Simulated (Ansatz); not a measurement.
# Ti under changes of volume

One of the cells (17.636 Å³/atom); the others are scaled copies at fixed shape and fractional positions:

```
Ti
1.0
     2.95000    0.00000    0.00000
    -1.47500    2.55477    0.00000
     0.00000    0.00000    4.68000
Ti
2
Direct
  0.66667 0.33333 0.75000
  0.33333 0.66667 0.25000
```

```yaml
Program: Ansatz 0.2.0
Functional: PBE
Potentials_or_basis: all-electron LAPW, scalar-relativistic
Cutoff: 237 eV (chosen from the basis error)
Basis_error_allowed: 0.0005 eV/atom
k_mesh: 10 × 10 × 6
Occupations: fermi-dirac, width 0.05 eV
Spin: no spin polarisation
```

```csv
volume (Å³/atom),energy over the lowest point (meV/atom),pressure (GPa)
16.577,14.12,5.9
16.930,?,?
17.283,0.00,0.8
17.636,0.85,-1.5
17.988,6.37,-3.5
18.341,16.18,-5.4
18.694,29.90,-7.0
```

Q: What does the run at 16.930 Å³/atom give?

A: Energy over the lowest point 4.27 meV/atom; pressure 3.2 GPa.

Worked out: A Birch-Murnaghan fit of order 3 (a polynomial in V^(-2/3)) to the other rows has its minimum at 17.40 Å³/atom with B0 = V·E''(V) = 111 GPa and B' = 3.4 at fixed shape and positions, which overstates the stiffness. It gives 4.26 meV/atom at 16.930 Å³/atom, against the run's 4.27, and -dE/dV = 3.2 GPa, against 3.2.

Energies are extrapolated to zero smearing.
